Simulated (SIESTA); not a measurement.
## CuO (Tenorite): band structure with BLYP

CuO (Tenorite):

```
CELL_PARAMETERS angstrom
2.34185 -1.71130 0.00000
2.34185 1.71130 0.00000
-0.85003 0.00000 5.05787
ATOMIC_POSITIONS crystal
Cu 0.50000 0.00000 0.50000
Cu 0.00000 0.50000 0.00000
O 0.41840 0.58160 0.75000
O 0.58160 0.41840 0.25000
```

```
Program             : SIESTA 5.4.2
Task                : band structure
Functional          : BLYP
Potentials or basis : PseudoDojo 0.4 standard (PBE files)
Basis               : DZP (energy shift 0.003 Ry; two zetas on semicore shells)
Grid cutoff         : 800 Ry
Energy shift        : 0.003 Ry
k mesh              : 10 × 10 × 5
Occupations         : fermi-dirac, width 0.05 eV
Spin                : no spin polarisation
```

```json
{"Pressure": "13.6 GPa", "Largest force": "0.076 eV/Å", "Band gap on the k mesh": "none (metal or under the smearing width)"}
```

Forces in eV/Å, atoms in the order of the input:
```
Cu   0.000  0.000  0.000
Cu   0.000  0.000  0.000
O    0.000 -0.076  0.000
O    0.000  0.076  0.000
```

Stress tensor (GPa, compression positive):
```
14.15  0.00 -2.20
 0.00 12.65  0.00
-2.20  0.00 14.14
```

Levels at the corners of the path, in eV from the Fermi level:
| point | band 21 | band 22 | band 23 | band 24 | band 25 | band 26 | band 27 | band 28 | band 29 | band 30 |
| --- | --- | --- | --- | --- | --- | --- | --- | --- | --- | --- |
| Γ | -2.45 | -2.28 | -2.20 | -1.72 | 0.23 | 0.95 | 1.95 | 6.41 | 8.48 | 15.40 |
| Y | -2.18 | -2.18 | -1.76 | -1.22 | -0.62 | 1.08 | 3.65 | 8.34 | 8.98 | 10.49 |
| F | -1.91 | -1.88 | -1.36 | -1.33 | -0.67 | 0.18 | 4.56 | 6.61 | 9.90 | 10.29 |
| L | -1.68 | -1.68 | -1.28 | -1.28 | -0.45 | -0.45 | 5.57 | 5.57 | 10.06 | 10.06 |
| I | -1.84 | -1.84 | -1.48 | -1.48 | -0.31 | -0.31 | 6.18 | 6.18 | 10.00 | 10.00 |
| I1 | -1.84 | -1.84 | -1.48 | -1.48 | -0.31 | -0.31 | 6.18 | 6.18 | 10.00 | 10.00 |
| Z | -2.27 | -2.27 | -1.51 | -1.51 | 0.24 | 0.24 | 4.19 | 4.19 | 12.62 | 12.62 |
| F1 | -1.91 | -1.88 | -1.36 | -1.33 | -0.67 | 0.18 | 4.56 | 6.61 | 9.90 | 10.29 |
| Y | -2.18 | -2.18 | -1.76 | -1.22 | -0.62 | 1.08 | 3.65 | 8.34 | 8.98 | 10.49 |
| X1 | -2.16 | -2.06 | -1.45 | -1.32 | -1.30 | 0.91 | 5.14 | 7.61 | 8.90 | 10.36 |
| X | -2.16 | -2.06 | -1.45 | -1.32 | -1.30 | 0.91 | 5.14 | 7.61 | 8.90 | 10.36 |
| Γ | -2.45 | -2.28 | -2.20 | -1.72 | 0.23 | 0.95 | 1.95 | 6.41 | 8.48 | 15.40 |
| N | -2.11 | -1.62 | -1.51 | -1.41 | 0.00 | 0.26 | 5.18 | 6.72 | 7.31 | 11.73 |
| M | -2.31 | -2.21 | -1.76 | -1.62 | -0.09 | 0.76 | 5.41 | 7.00 | 8.59 | 9.03 |
| Γ | -2.45 | -2.28 | -2.20 | -1.72 | 0.23 | 0.95 | 1.95 | 6.41 | 8.48 | 15.40 |

Run time: 2.5 min on 1 thread of Intel(R) Xeon(R) Processor @ 2.50GHz (Skylake/Cascade Lake), with other jobs on the host, peak memory 0.33 GiB.

Caveat: short orbitals over semicore shells can move pressures by several GPa; the potentials were made for another functional, which shifts forces and pressure; the basis of atomic orbitals isn't converged, which shifts pressures, moduli and gaps; the run has no spin polarisation, though such a crystal can be magnetic; semilocal functionals often make such compounds metallic where correlation or magnetic order opens a gap, which also shifts bond lengths. With open d or f shells a metallic result of BLYP can be an artefact of self-interaction; +U or a hybrid may open a gap.
